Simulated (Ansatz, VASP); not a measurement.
MgO in VASP and in Ansatz

```xyz
4
Lattice="3.4840 0.0000 0.0000 -1.7420 3.0172 0.0000 0.0000 0.0000 4.1853" Properties=species:S:1:pos:R:3 pbc="T T T"
Mg    0.0000    2.0115    1.0463
Mg    1.7420    1.0057    3.1390
O     1.7420    1.0057    1.0463
O     0.0000    2.0115    3.1390
```

The cell was built by a generator and needn't be a form met in nature.

Alike in both runs: task single point; functional PBE; k mesh 6 × 6 × 4; no spin polarisation.

```csv
,VASP,Ansatz
version,VASP 6.6.1,Ansatz 0.2.0
potentials or method,"VASP PAW PBE potentials, release 64 (Mg, O)","plane waves, PAW"
plane-wave cutoff (eV),520,420
occupations,"gaussian, width 0.01 eV",fixed
valence electrons in the cell,16,32
```

Ansatz gave:

| Quantity | Value |
| --- | --- |
| gap on the k mesh at the Fermi level (eV) | 3.45 |
| pressure (GPa) | 4.5 |
| largest component of the traceless stress (GPa) | 0.42 |

**Question.** Which values does VASP return?

**Answer.** gap on the k mesh at the Fermi level (eV): 3.43; pressure (GPa): 4.0; largest component of the traceless stress (GPa): 0.31.

The two sets of potentials don't hold the same shells in valence.

Expect the measured gap to be larger: semilocal functionals such as PBE lack the derivative discontinuity.
